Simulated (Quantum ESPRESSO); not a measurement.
Crystal: Ni.

```xyz
1
Lattice="0.0000 1.7376 1.7376 1.7376 0.0000 1.7376 1.7376 1.7376 0.0000" Properties=species:S:1:pos:R:3 pbc="T T T"
Ni    0.0000    0.0000    0.0000
```

```yaml
Program: Quantum ESPRESSO 7.5
Task: phonons
Functional: PBE
Potentials_or_basis: SSSP 1.3 efficiency PBE
Cutoff: 748 eV
Density_cutoff: 5987 eV
k_mesh: 9 × 9 × 9
Occupations: gaussian, width 0.136 eV
Spin: collinear spin, ferromagnetic start
Starting_moments: "[1.0] μB"
Mixing_beta: 0.3
Most_SCF_iterations: 120
SCF_threshold: 2e-10 Ry
```

The cell and the atoms were relaxed first, to 10.83 Å³/atom (a = 2.484 Å, b = 2.484 Å, c = 2.484 Å, α = 60.00°, β = 60.00°, γ = 60.00°), and the response was taken there.

At X the frequencies are 309 309 389 cm⁻¹, at a pressure of 0.0 GPa.

Task: How do the modes respond when the cell is scaled evenly, at fixed shape?

Result: The highest mode has a Grüneisen parameter of 2.81 and moves by +5.4 cm⁻¹ per GPa. None of the listed modes softens on compression. The pressures give a bulk modulus of about 203 GPa.

Frequencies at 99 % and 101 % of the volume (pressures 2.1 and -2.0 GPa), ions relaxed:
| mode | 99 % (cm⁻¹) | 101 % (cm⁻¹) | Grüneisen parameter |
| --- | --- | --- | --- |
| 1 | 317.9 | 299.6 | 2.96 |
| 2 | 317.9 | 299.6 | 2.96 |
| 3 | 399.5 | 377.7 | 2.81 |

Modes are matched by their order; those that don't vary smoothly over the three volumes are left out.

Caveat: the k mesh is coarse; the mesh is thin for the phonons of a metal; the q point doesn't lie on the k mesh, which can shift a metal's frequencies strongly unless the mesh is converged.
